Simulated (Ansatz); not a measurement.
**Is this SiO₂ structure stable?**

The structure comes from a generated guess, relaxed at this level; another structure or a mixture of phases may lie lower.

All numbers below come from DFT PBE, scalar-relativistic, plane waves, PAW (Ansatz 0.2.0). Plane waves to 420 eV, a 10×10×10 mesh through Γ for the 6-atom cell and 0.02 eV Gaussian smearing; no spin polarisation.

```yaml
crystal:
  lattice:
    - [-1.76336, 1.76336, 4.26024]
    - [1.76336, -1.76336, 4.26024]
    - [1.76336, 1.76336, -4.26024]
  atoms:
    - { symbol: Si, position: [0.00000, 0.00000, 0.00000] }
    - { symbol: Si, position: [0.75000, 0.25000, 0.50000] }
    - { symbol: O, position: [0.79217, 0.79217, 0.00000] }
    - { symbol: O, position: [0.95783, 0.45783, 0.50000] }
    - { symbol: O, position: [0.54217, 0.04217, 0.50000] }
    - { symbol: O, position: [0.20783, 0.20783, 0.00000] }
```

Energies over the elements count from the elements' standard structures at the same level (O₂ as a molecule), with no fitted energy shifts.

Task: These tests were run: energy against the elements; random kick, then relaxation without symmetry; phonons at Γ; elastic tensor. What do they show?

Result:

| test | result |
| --- | --- |
| energy against the elements | −2.543 eV/atom |
| random kick, then relaxation without symmetry | returns |
| phonons at Γ | lowest optical mode 332 cm⁻¹ |
| elastic tensor | least eigenvalue 143 GPa |

It fails none of these tests. Whether a mixture of other phases lies lower isn't tested here. Phonons away from Γ weren't computed.

The kick test ran on a coarse mesh. The run for the phonons used a 10×10×10 k mesh. The run for the elastic tensor used a 10×10×10 k mesh. Another cell of SiO2 relaxed alike, in P6_422, lies 230 meV/atom lower, so this cell isn't the stable form at this level.
